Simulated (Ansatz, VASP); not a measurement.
**GaSb in two plane-wave programs**

Aim: how closely do two programs agree when they are given the same cell, functional and k mesh? Of the first pair: The structure shown is the start of the Ansatz relaxation below; VASP solves that cell, so the two are compared at the walk's first step.

Calculated with Ansatz 0.2.0; plane waves, with VASP 6.6.1 beside it; single point at r2SCAN.

**1. Starting point**

Symmetry: R3m, No. 160, trigonal system. The conventional cell has a = 4.511 Å, b = 4.511 Å, c = 10.494 Å, α = 90.00°, β = 90.00°, γ = 120.00°. Ga has 4 Sb at 2.66 to 2.74 Å nearest. Nearest to Sb lie 4 Ga at 2.66 to 2.74 Å. Farther neighbours are not listed.

**2. Ansatz: relaxation, r2SCAN**

Ansatz runs on its PAW soft_1 files.

The two programs are compared at the cell with which this relaxation starts, whose forces are those of its first step.

input.yaml reads:

```yaml
crystal:
  lattice:
    - [-0.106838323, 3.0828317183, 3.0828317183]
    - [3.0828317183, -0.106838323, 3.0828317183]
    - [3.0828317183, 3.0828317183, -0.106838323]
  atoms:
    - { symbol: Ga, position: [0.0018197048, 0.0018197048, 0.0018197048] }
    - { symbol: Sb, position: [0.7481802952, 0.7481802952, 0.7481802952] }
  conventional_axes: [[-1, 1, 0], [0, -1, 1], [1, 1, 1]]
kpoints:
  mp_grid: { grid: [12, 12, 12], shift: [0.5, 0.5, 0.5] }
hamiltonian:
  xc: r2scan
  pseudopotentials: { kind: paw, azcp: { folder: soft_1 } }
scf:
  occupations: { method: gaussian, width: 0.02 }
output:
  forces: true
  stress: true
  eigenvalues: true
relax:
  adjacent_minimum: "off"
  f_tol: 0.001
  max_steps: 60
  cell: { stress_tol: 0.01, fix: [a, b, angles] }
```

The run is started by

```
$ ansatz run input.yaml --threads 4 --pin off --max-ram 10240MiB --backend cpu --events-out ev --progress --plain --runs-dir out
```

Numbers of over 12 decimals in the logs are rounded to 6 here.

The program printed:

```text
Engine: ansatz 0.2.0, x86_64-unknown-linux-gnu
Pseudopotentials: kind: paw
Pseudopotential: Ga, paw, valence charge 13, recommended cutoff 500 eV (meta_gga), soft_1/Ga.paw.azcp
Pseudopotential: Sb, paw, valence charge 15, recommended cutoff 500 eV (meta_gga), soft_1/Sb.paw.azcp
Functional definition: r2SCAN
  parameter k0 = 0.174
  parameter k1 = 0.065
  parameter a1 = 4.9479
  exchange = r2scan_x(k0 = k0, k1 = k1, a1 = a1)
  correlation = r2scan_c
Crystal: 2 atoms, lattice volume = 61.642 Å³
Basis set: ecut = 500 eV, 1543 PW (Γ), exchange–correlation on 128×128×128 points (64 copies of the dense FFT grid, shifted against one another)
Bands: 18, of which v1, the nominal top of the filled ones, is band 14 counted from 1 (13 counted from 0)
Symmetry: 6 space group operations
Space group: R3m (ITA 160), of the structure as read, at distance tolerance 4.0e-5 Å
k-points: 182 of 1728 (time reversal used)
Non-local potential: Ga, projectors of the file, l = 0: 2, l = 1: 2, l = 2: 3, l = 3: 1
Non-local potential: Sb, projectors of the file, l = 0: 2, l = 1: 2, l = 2: 2, l = 3: 1
PAW form: soft (Blöchl's): semilocal exchange-correlation on the pseudo side does not see the compensation charge
PAW frozen core: Ga, regenerated for the run's functional (the file was generated under x = pbe(κ = 0.804, μ = 0.219515), c = pbe(β = 0.066725))
PAW frozen core: Sb, regenerated for the run's functional (the file was generated under x = pbe(κ = 0.804, μ = 0.219515), c = pbe(β = 0.066725))
PAW one-centre angular grid: Ga, 590 points (default); XC on 160 Gauss nodes
PAW one-centre angular grid: Sb, 590 points (default); XC on 160 Gauss nodes
Initial density: superposition of atomic densities (chi_scale 0.1, normalization cell, long waves kept (reshape's long-wave potential 0.00 eV rms))
Initial wavefunctions: pseudopotential atomic-orbital guess
Functional: x = r2scan, c = r2scan; τ floored in thin density (d = 2e-4 eV/Å³)
iter 1 solved again at ethr=1.59e-3 eV; its pass at ethr=3.10e-3 eV (dr2=4.47e-1 eV) is discarded
SCF iter   1: F=—  HF=-10289.842449 eV  |F-HF|=—  |Δ(HF+E_count)|=         —  Δρ=3.45e-2  dr2=4.50e-1  dr2_τ=3.45e-3  ethr=1.59e-3  ⟨swp⟩=1.0  Hψ=22519  notcnv=0
preconditioner: auto → none  [insulator: Δε(μ)=0.109 eV  Ē_g=15.263 eV  σ=0.020 eV  W_gap=1.00  n_scr=14 (ndim 8)  ℏωp=20.1 eV  f_vac=0.018  D(μ)=0.00/eV (n_scr^D=0)  ε∞_Penn≈2.7]
SCF iter   2: F=—  HF=-10289.863642 eV  |F-HF|=—  |Δ(HF+E_count)|=   2.12e-2  Δρ=1.59e-2  dr2=8.22e-2  dr2_τ=8.39e-4  ethr=1.59e-3  ⟨swp⟩=3.3  Hψ=6497  notcnv=0
SCF iter   3: F=—  HF=-10289.885817 eV  |F-HF|=—  |Δ(HF+E_count)|=   2.22e-2  Δρ=7.11e-3  dr2=2.53e-2  dr2_τ=1.56e-4  ethr=2.94e-4  ⟨swp⟩=3.0  Hψ=6184  notcnv=0
SCF iter   4: F=—  HF=-10289.875079 eV  |F-HF|=—  |Δ(HF+E_count)|=   1.07e-2  Δρ=5.87e-4  dr2=1.24e-4  dr2_τ=5.83e-6  ethr=9.03e-5  ⟨swp⟩=3.0  Hψ=6548  notcnv=0
SCF iter   5: F=—  HF=-10289.875148 eV  |F-HF|=—  |Δ(HF+E_count)|=   6.87e-5  Δρ=3.02e-4  dr2=2.13e-5  dr2_τ=4.99e-7  ethr=4.42e-7  ⟨swp⟩=2.0  Hψ=5896  notcnv=0
SCF iter   6: F=—  HF=-10289.875155 eV  |F-HF|=—  |Δ(HF+E_count)|=   7.13e-6  Δρ=4.89e-5  dr2=6.57e-7  dr2_τ=1.75e-8  ethr=7.60e-8  ⟨swp⟩=2.0  Hψ=5824  notcnv=0
SCF iter   7: F=-10289.875156 eV  HF=-10289.875156 eV  |F-HF|=1.13e-8  |Δ(HF+E_count)|=   6.52e-7  Δρ=7.35e-6  dr2=2.05e-8  dr2_τ=8.22e-10  ethr=3.57e-10  ⟨swp⟩=7.0  Hψ=17654  notcnv=0
SCF 1 converged in 7 iterations: F = -10289.875156 eV  dr2 = 2.05e-8
  greatest PAW one-centre occupation: 0.994 electrons in one spin orbital (limit 2), on the Sb atom at site 1 (counted from 0), in its partial waves of l = 2
relax step   1: F+E_penalty+E_count = -10289.87515597 eV  Δ(F+E_penalty+E_count) = +0.000e0 eV  max|allowed force component| = 3.088e-2 eV/Å  Δτ_max = 0.0000 Å  P = -2.919 GPa  Ω = 61.642 Å³  fix = [a, b, alpha, beta, gamma]  reactions: a -4.273, b -4.273 GPa  (7 SCF iters, dr2 threshold 1.00e-7 eV, accepted)
[...]
relax step   3: F+E_penalty+E_count = -10289.87564540 eV  Δ(F+E_penalty+E_count) = -4.894e-4 eV  max|allowed force component| = 3.122e-3 eV/Å  Δτ_max = 0.0058 Å  P = -2.802 GPa  Ω = 61.434 Å³  energy of the carried Pulay correction = +3.790e-5 eV  fix = [a, b, alpha, beta, gamma]  reactions: a -4.173, b -4.173 GPa  (10 SCF iters, accepted)
[...]
relax step   4: F+E_penalty+E_count = -10289.87565428 eV  Δ(F+E_penalty+E_count) = -8.887e-6 eV  max|allowed force component| = 1.336e-3 eV/Å  Δτ_max = 0.0000 Å  P = -2.788 GPa  Ω = 61.414 Å³  energy of the carried Pulay correction = +4.156e-5 eV  fix = [a, b, alpha, beta, gamma]  reactions: a -4.171, b -4.171 GPa  (3 SCF iters, dr2 threshold 9.21e-9 eV, accepted)
[...]
relax step   5: F+E_penalty+E_count = -10289.87565666 eV  Δ(F+E_penalty+E_count) = -2.371e-6 eV  max|allowed force component| = 1.403e-4 eV/Å  Δτ_max = 0.0001 Å  P = -2.781 GPa  Ω = 61.405 Å³  energy of the carried Pulay correction = +4.319e-5 eV  fix = [a, b, alpha, beta, gamma]  reactions: a -4.172, b -4.172 GPa  (4 SCF iters, dr2 threshold 1.04e-9 eV, accepted)
[...]
relax step   6: F+E_penalty+E_count = -10289.87561523 eV  Δ(F+E_penalty+E_count) = +4.142e-5 eV  max|allowed force component| = 1.446e-4 eV/Å  Δτ_max = 0.0000 Å  P = -2.781 GPa  Ω = 61.405 Å³  fix = [a, b, alpha, beta, gamma]  reactions: a -4.172, b -4.172 GPa  stress off target by 1.08e-4 GPa on what of the cell is left free  SCF on the basis re-selected at this cell (its energy is not comparable with the rows above)  (6 SCF iters)
basis re-selected at this cell: Δ(F+E_penalty+E_count) = +4.142e-5 eV, ΔP = -0.001 GPa vs the last step (what re-selecting the basis moved, of the pressure what is left beyond the Pulay correction that the steps carried, after the strain that the cell walked since its last selection, with what the two solves' SCF thresholds leave and, on support functions, any second-order correction that the steps lacked; it is no m [...]
SCF converged after 6 iterations
Free energy (F): -10289.875615 eV
Harris-Foulkes:  -10289.875615 eV  (|F-HF|=0.00e0)
Internal energy: -10289.875615 eV  (E = F + TS)
E sigma→0 (E₀):  -10289.875615 eV
Entropy (-TS):   -0.000000 eV (-0.000 meV/atom)
Fermi energy:    6.785650 eV
--- Per-component energies (eV) ---
  E_band       = -297.300867
  E_kinetic    = 271.730022
  E_local      = -3473.323671  (includes V_loc(G=0)·N_el)
  E_nonlocal   = 298.807455
  E_hartree    = 1769.571265
  E_xc         = -146.355428
  E_vxc        = -150.458517  (∫ρ·V_xc dr)
  E_paw        = -6573.639727  (= ΣΔE_a)
  E_vpaw       = -791.825075  (= ΣTr[D̂ρ^β])
  E_aug_tail   = 0.000075  (compensation charges beyond the density's cutoff)
  E_vtau       = 8.626310  (kinetic-family band-sum trace: ∫τ·v_τ [+ j·A + Jᵃ·Aᵃ] dr)
  E_ewald      = -2436.518598
  E_core_change = -0.147008  (= ΣΔE_core)
  E_smearing   = -0.000000  (= −TS)
  E_closure    = -0.000000  (closes the sum)
  Σ components = -10289.875615   (vs F -10289.875615, Δ=0.00e0)
--- Forces (eV/Å), atoms counted from 1 ---
  atom   1  Ga     0.00014457     0.00014457     0.00014457
  atom   2  Sb    -0.00014467    -0.00014467    -0.00014467
  max |Σ_I F_I| component: 9.71e-8 eV/Å
--- Stress (GPa, compression-positive) ---
       -2.781463       1.390786       1.390786
        1.390786      -2.781463       1.390786
        1.390786       1.390786      -2.781463
  P = ⅓ Tr σ = -2.7815 GPa (-27.815 kbar)
--- Band table (eV; the first three rows and the last of 182) ---
  k-point 0: bands = [... 10 lower, -4.6810, 6.1825, 6.6016, 6.6016, 7.2756, 9.6625, 9.6625, 10.1853]
  k-point 1: bands = [... 10 lower, -4.5888, 5.0581, 6.5407, 6.5651, 7.7252, 9.7455, 9.9199, 10.5497]
  k-point 2: bands = [... 10 lower, -4.3691, 3.7222, 6.2787, 6.3637, 7.9049, 10.0689, 10.3296, 11.3662]
  k-point 181: bands = [... 10 lower, -2.9065, 0.5688, 4.8370, 5.3423, 7.4062, 10.4766, 10.7783, 13.6924]
--- Relaxed structure (5 steps of the walk, 4 accepted, 1 SCFs on fresh bases) ---
  F+E_penalty+E_count = -10289.87561523 eV   max|allowed force component| = 1.446e-4 eV/Å   (the final SCF, on the basis selected at the relaxed cell)
  cell:  # Å, volume = 61.4047 Å³
    - [-0.114627, 3.075043, 3.075043]
    - [3.075043, -0.114627, 3.075043]
    - [3.075043, 3.075043, -0.114627]
  atoms:
    - { symbol: Ga, position: [0.0023599, 0.0023599, 0.0023599] }
    - { symbol: Sb, position: [0.747640, 0.747640, 0.747640] }
```

(Continued in part 2 of 5.)

[Lines on the potential files, build, host, timing and source positions are cut from VASP's logs without a mark.]

[Logs are printed without paths, hosts, clocks, repeated set-up lines and the standing remarks that a program may print on its own settings, such as how far it seeks lower states.]

[Hosts, paths, dates, database ids (printed as entryN), source tags and the programs' standing remarks are cut or masked in the printed files.]
